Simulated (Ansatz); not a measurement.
Runs of Ansatz 0.2.0 on WS2. Symmetry: R3m, No. 160, trigonal system. Conventional cell: a = 3.158 Å, b = 3.158 Å, c = 18.490 Å, α = 90.00°, β = 90.00°, γ = 120.00°. W (site symmetry 3m) has 6 S at 2.39 to 2.42 Å as nearest neighbours. S (site symmetry 3m) has 3 W at 2.42 Å as nearest neighbours. S (site symmetry 3m) has 3 W at 2.39 Å as nearest neighbours. Measurements of this composition are mostly on another form, of space group No. 194.

```csv
task,potentials or basis,k mesh,cutoff (eV),smearing,basis error allowed,gap on the mesh (eV),pressure (GPa),largest force (eV/Å)
single point,"all-electron LAPW, scalar-relativistic",6 × 6 × 6,265,fermi-dirac 0.03 eV,0.002 eV/atom,(a),-0.6,0.60
phonons,"all-electron LAPW, scalar-relativistic",10 × 10 × 10,288,fermi-dirac 0.05 eV,0.002 eV/atom,1.02,-,0.60
dielectric tensor,all-electron PAW datasets made for the crystal,10 × 10 × 10,340,fixed,-,1.02,-,-
elastic constants,"all-electron LAPW, scalar-relativistic",8 × 8 × 8,288,fermi-dirac 0.05 eV,0.002 eV/atom,1.13,-0.6,0.60
```

Alike in all rows: level PBEsol; no spin polarisation; cell as given.

Fill in the values left out.

(a) 0.98.

Caveats: spin-orbit coupling is left out, which moves the levels of the heavy elements.

A k mesh can miss the band edges, and the runs leave out spin-orbit coupling on W.

The runs don't all hold the same shells in valence.
